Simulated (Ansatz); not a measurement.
# Se: frozen-core PAW against all-electron methods

```
Se
1.0
     5.60966    3.17257    1.34192
    -5.75234    3.34300    1.51235
     0.07625   -6.58200    1.57473
Se
6
Direct
  0.28066 0.16251 0.91818
  0.91818 0.28066 0.16251
  0.16251 0.91818 0.28066
  0.71934 0.83749 0.08182
  0.08182 0.71934 0.83749
  0.83749 0.08182 0.71934
```

Atoms are numbered in the order listed.

The cell is COD entry 9013138, as deposited and not checked against the literature; nothing was relaxed. The listed cell was then made from it by scaling, straining or moving an atom.

Levels of theory: DFT, PBEsol, PAW with Ansatz's default frozen-core files, scalar-relativistic (Ansatz 0.2.0); DFT, PBEsol, all-electron PAW with datasets made for the crystal, scalar-relativistic (Ansatz 0.2.0); DFT, PBEsol, all-electron LAPW, scalar-relativistic (Ansatz 0.2.0).

For PAW: a Γ-centred 6×6×6 k mesh, Fermi–Dirac smearing of 0.01 eV, cutoff 420 eV, no spin polarisation; the PAW files were made with PBE, and the program remakes their frozen cores for this functional. The crystal-made all-electron datasets (AE datasets) take a cutoff of 200 eV at this cell. LAPW targets a basis error of 1 meV/atom. The Ansatz runs share mesh, smearing and spin set-up. Plane-wave (PAW) pressures include the program's estimate of the Pulay term.

Stress and pressure are positive in compression.

The change that made this cell: equal xy, yz and zx engineering shear strains of -3 %.

```json
{"quantity": "pressure (GPa)", "PAW": "0.23", "AE datasets": "0.23", "LAPW": "0.23"}
{"quantity": "stress xx (GPa)", "PAW": "1.10", "AE datasets": "1.10", "LAPW": "1.10"}
{"quantity": "stress yy (GPa)", "PAW": "-0.74", "AE datasets": "-0.75", "LAPW": "-0.74"}
{"quantity": "stress zz (GPa)", "PAW": "0.34", "AE datasets": "0.34", "LAPW": "0.34"}
{"quantity": "stress yz (GPa)", "PAW": "0.51", "AE datasets": "0.51", "LAPW": "0.51"}
{"quantity": "stress xz (GPa)", "PAW": "1.33", "AE datasets": "1.33", "LAPW": "1.33"}
{"quantity": "stress xy (GPa)", "PAW": "1.07", "AE datasets": "1.07", "LAPW": "1.07"}
{"quantity": "force on Se1, x (eV/Å)", "PAW": "0.660", "AE datasets": "0.660", "LAPW": "0.659"}
{"quantity": "force on Se2, x (eV/Å)", "PAW": "-0.113", "AE datasets": "-0.111", "LAPW": "-0.111"}
{"quantity": "force on Se3, x (eV/Å)", "PAW": "0.498", "AE datasets": "0.497", "LAPW": "0.497"}
{"quantity": "band gap (eV)", "PAW": "0.979", "AE datasets": "0.989", "LAPW": "0.988"}
```

PAW's pressure differs from the LAPW value by about 0.01 GPa or less.
